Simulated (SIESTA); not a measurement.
PbSe (Clausthalite):

```
CELL_PARAMETERS angstrom
0.00000 3.06065 3.06065
3.06065 0.00000 3.06065
3.06065 3.06065 0.00000
ATOMIC_POSITIONS crystal
Pb 0.00000 0.00000 0.00000
Se 0.50000 0.50000 0.50000
```

- Program: SIESTA 5.4.2
- Task: relaxation of cell and atoms
- Functional: PBE
- Potentials or basis: PseudoDojo 0.4 standard (PBE files)
- Basis: DZ (energy shift 0.002 Ry)
- Grid cutoff: 500 Ry
- Energy shift: 0.002 Ry
- k mesh: 8 × 8 × 8
- Occupations: fermi-dirac, width 0.05 eV
- Spin: no spin polarisation

At the start: pressure 4.2 GPa; volume 28.67 Å³/atom.

Question: Where does the relaxation end?

Answer: Over 4 steps the energy falls by 27.0 meV/atom and the volume is 30.94 Å³/atom (+7.9 %); space group Fm-3m (No. 225, to 0.05 Å).

Step by step:
```csv
step,energy change (eV),largest force (eV/Å),pressure (GPa),volume (Å³)
1,0.0000,0.0000,4.23,57.34
2,-0.0380,0.0000,2.14,59.35
3,-0.0523,0.0000,-0.61,62.66
4,-0.0539,0.0000,-0.03,61.88
```

Final structure:
```xyz
2
Lattice="0.0010 3.1399 3.1399 3.1399 0.0010 3.1399 3.1399 3.1399 0.0010" Properties=species:S:1:pos:R:3 pbc="T T T"
Pb    0.0000    0.0000    0.0000
Se    3.1404    3.1404    3.1404
```

Caveat: the basis has no polarisation orbitals; semicore shells carry a single zeta, which can move pressures by several GPa and volumes by a few percent; the basis of atomic orbitals isn't converged, which shifts pressures, moduli and gaps.
